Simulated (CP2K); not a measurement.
KCl (Sylvite):

```xyz
2
Lattice="4.4498 0.0000 0.0000 2.2249 3.8536 0.0000 2.2249 1.2845 3.6332" Properties=species:S:1:pos:R:3 pbc="T T T"
K     0.0000    0.0000    0.0000
Cl    4.4498    2.5691    1.8166
```

Base run:

| Item | Value |
| --- | --- |
| Program | CP2K 2026.2 |
| Functional | LDA |
| Potentials or basis | POTENTIAL_UZH K GTH-PBE-q9, Cl GTH-PBE-q7; TZVP-MOLOPT-PBE-GTH basis |
| Density cutoff | 9184 eV |
| k mesh | 7 × 7 × 7 |
| Occupations | fermi-dirac, width 0.05 eV |
| Spin | no spin polarisation |

Its results: band gap on the k mesh 4.69 eV, direct; pressure -1.7 GPa.

**Question.** After a change of settings the same cell gave: band gap on the k mesh 4.98 eV, direct; pressure -0.3 GPa. Which change was it?
A. functional from LDA to HLE17
B. functional from LDA to vdW-DF-cx
C. functional from LDA to PBEsol

**Answer.** C.

PBEsol binds less tightly than LDA, so the same cell stands under more pressure.

Caveats: the potentials were made for another functional, which shifts forces and pressure; the basis of atomic orbitals isn't converged, which shifts pressures, moduli and gaps.

Runs at the PBE level aren't shown here.
